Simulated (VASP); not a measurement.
Wanted: the native input for a VASP 6.6.1 run.

| Property | Result |
| --- | --- |
| Task | single point |
| Functional | r2SCAN50 |
| Dispersion | D4 |
| Potentials or basis | VASP PAW PBE potentials, release 54 (Ca_sv) |
| Cutoff | 520 eV |
| k mesh | 4 × 4 × 4 |
| Occupations | fermi-dirac, width 0.02 eV |
| Spin | no spin polarisation |
| Grid for exact exchange (PRECFOCK) | Fast |
| Exchange at q = 0 | truncated |
| Further INCAR settings | ALGO = Normal; EDIFF = 1e-06; NBANDS = 7; MAXMIX = 40 |

Ca:

```
CELL_PARAMETERS angstrom
-0.03907 2.80626 2.81025
2.72557 -0.00878 2.77997
2.75441 2.80481 -0.03762
ATOMIC_POSITIONS crystal
Ca 0.00063 0.98687 0.01152
```

The cell isn't the ideal one: cell strained at random at fixed volume.

The input as run:

POSCAR

```
Ca
1.0
   -0.0390650000      2.8062550000      2.8102530000
    2.7255680000     -0.0087790000      2.7799670000
    2.7544070000      2.8048080000     -0.0376180000
Ca
1
Direct
    0.0006290000     -0.0131320000      0.0115240000
```

INCAR.step1

```
ALGO = Normal
EDIFF = 1E-5
ENCUT = 520
GGA = PE
ISIF = 2
ISMEAR = -1
LASPH = T
LREAL = F
LWAVE = T
MAXMIX = 40
NBANDS = 7
NELM = 100
PREC = Accurate
SIGMA = 0.02
```

INCAR.step2

```
AEXX = 0.5
ALGO = Normal
EDIFF = 1E-6
ENCUT = 520
HFRCUT = -1
ISIF = 2
ISMEAR = -1
ISTART = 1
IVDW = 13
LASPH = T
LCHARG = T
LELF = T
LHFCALC = T
LMIXTAU = T
LREAL = F
LVHAR = T
LWAVE = F
MAXMIX = 40
METAGGA = R2SCAN
NBANDS = 7
NELM = 100
PREC = Accurate
PRECFOCK = Fast
SIGMA = 0.02
VDW_A1 = 0.4574
VDW_A2 = 5.8969
VDW_S6 = 1.0
VDW_S8 = 1.0471
```

KPOINTS

```
k-points
0
Gamma
  4 4 4
```

Potentials or basis: VASP PAW PBE potentials, release 54 (Ca_sv).

Launch:

```console
$ cat potpaw_PBE.54/Ca_sv/POTCAR > POTCAR
$ cp INCAR.step1 INCAR
$ mpirun -np 1 vasp_std > vasp.out
$ cp INCAR.step2 INCAR
$ mpirun -np 1 vasp_std > vasp.out
```

Results of the run:

```
Pressure                   : -0.4 GPa
Band gap on the k mesh     : none (metal or under the smearing width)
Dispersion energy per atom : -0.082 eV
```

Caveat: the k mesh is coarse (spacing up to 0.49 Å⁻¹), so the values aren't converged, least of all with exact exchange; the PAW data sets were made with another functional, which shifts forces and pressure a little; pairwise dispersion overbinds metals, which lowers pressure and volume.

It took 2 min on 1 thread of Intel(R) Xeon(R) Platinum 8488C (Sapphire Rapids) (shared host), peak memory 0.18 GiB.
